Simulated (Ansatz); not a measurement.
TePt in Ansatz: the effect of functional

Crystal: TePt.

```
Pt Te
1.0
     1.99469    1.15163    6.70515
    -1.99469    1.15163    6.70515
     0.00000   -2.30327    6.70515
Pt Te
2 2
Direct
  0.12967 0.12967 0.12967
  0.87033 0.87033 0.87033
  0.40200 0.40200 0.40200
  0.59800 0.59800 0.59800
```

The cell isn't the ideal one: volume scaled by 1.02.

Alike in all runs:

* Program: Ansatz 0.2.0
* Task: single point
* Potentials or basis: Ansatz PAW
* k mesh: 8 × 8 × 8
* Occupations: fermi-dirac, width 0.05 eV
* Spin: no spin polarisation

| functional | cutoff | pressure (GPa) | largest force (eV/Å) |
| --- | --- | --- | --- |
| LDA | 420 eV (not typed: the program's choice for these potentials) | -5.2 | 0.31 |
| PBEsol | 420 eV (not typed: the program's choice for these potentials) | -2.8 | 0.18 |
| r2SCAN | 500 eV (not typed: the program's choice for these potentials) | ? | ? |

Q: What does the run with functional r2SCAN give?

A: Pressure 0.0 GPa; largest force 0.12 eV/Å.

Caveats: the PAW data sets come from PBE, with cores solved anew for the run's functional, which leaves a small shift of forces and pressure.
